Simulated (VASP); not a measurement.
Wanted: the native input for a VASP 6.6.1 run.

```yaml
Task: single point
Functional: PBE
Potentials_or_basis: VASP PAW PBE potentials, release 64 (I, Na_pv)
Cutoff: 520 eV
k_mesh: 7 × 7 × 7
Occupations: gaussian, width 0.013 eV
Spin: no spin polarisation
Further_INCAR_settings: ALGO = Fast; EDIFF = 1e-06; NBANDS = 14
```

The structure of NaI lies in POSCAR:

```
NaI
1.0
    0.0000000000      3.2364000000      3.2364000000
    3.2364000000      0.0000000000      3.2364000000
    3.2364000000      3.2364000000      0.0000000000
I Na
1 1
Direct
    0.5000000000      0.5000000000      0.5000000000
    0.0000000000      0.0000000000      0.0000000000
```

These files were run (other wordings do the same):

INCAR

```
ALGO = Fast
EDIFF = 1E-6
ENCUT = 520
GGA = PE
ISIF = 2
ISMEAR = 0
LASPH = T
LCHARG = T
LELF = T
LREAL = F
LVHAR = T
LWAVE = F
NBANDS = 14
NELM = 80
PREC = Accurate
SIGMA = 0.013000000000000001
```

KPOINTS

```
k-points
0
Gamma
  7 7 7
```

Potentials or basis: VASP PAW PBE potentials, release 64 (I, Na_pv).

Run with:

```sh
$ cat potpaw_PBE.64/I/POTCAR potpaw_PBE.64/Na_pv/POTCAR > POTCAR
$ mpirun -np 1 vasp_std > vasp.out
```

It gave:

- Pressure: 0.4 GPa
- Band gap on the k mesh: 3.64 eV, direct

Caveat: spin-orbit coupling is left out, which moves the levels of the heavy elements.

It took 13 s on 1 thread of Intel(R) Xeon(R) Platinum 8488C (Sapphire Rapids), with other jobs on the host, peak memory 0.2 GiB.
